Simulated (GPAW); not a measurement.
AlPt:

```xyz
8
Lattice="4.8789 0.0000 0.0000 0.0000 4.8789 0.0000 0.0000 0.0000 4.8789" Properties=species:S:1:pos:R:3 pbc="T T T"
Pt    4.1224    3.1960    1.6829
Pt    3.1960    1.6829    4.1224
Pt    1.6829    4.1224    3.1960
Pt    0.7565    0.7565    0.7565
Al    0.7610    1.6785    3.2004
Al    1.6785    3.2004    0.7610
Al    3.2004    0.7610    1.6785
Al    4.1180    4.1180    4.1180
```

The cell is a database's computed one.

Base run:

- Program: GPAW 26.7.0
- Functional: PBEsol
- Potentials or basis: PAW data sets generated in the run's folder for this functional
- Cutoff: 600 eV
- Basis: pw
- k mesh: 5 × 5 × 5
- Occupations: fermi-dirac, width 0.05 eV
- Spin: no spin polarisation
- Hubbard terms: Pt d U = 3 eV

Its results: band gap on the k mesh none (metal or under the smearing width); pressure -3.2 GPa; largest force 0.076 eV/Å.

**Question.** The run is repeated on the same cell with these changes: hubbard terms from Pt d U = 3 eV to Pt d U = 2 eV. What comes out?

**Answer.** Band gap on the k mesh none (metal or under the smearing width); pressure -2.4 GPa; largest force 0.082 eV/Å.

Caveats: U without spin polarisation on a metal has little footing; the U is typed as a test and isn't derived for this compound.

Not every run made on this cell is shown here.
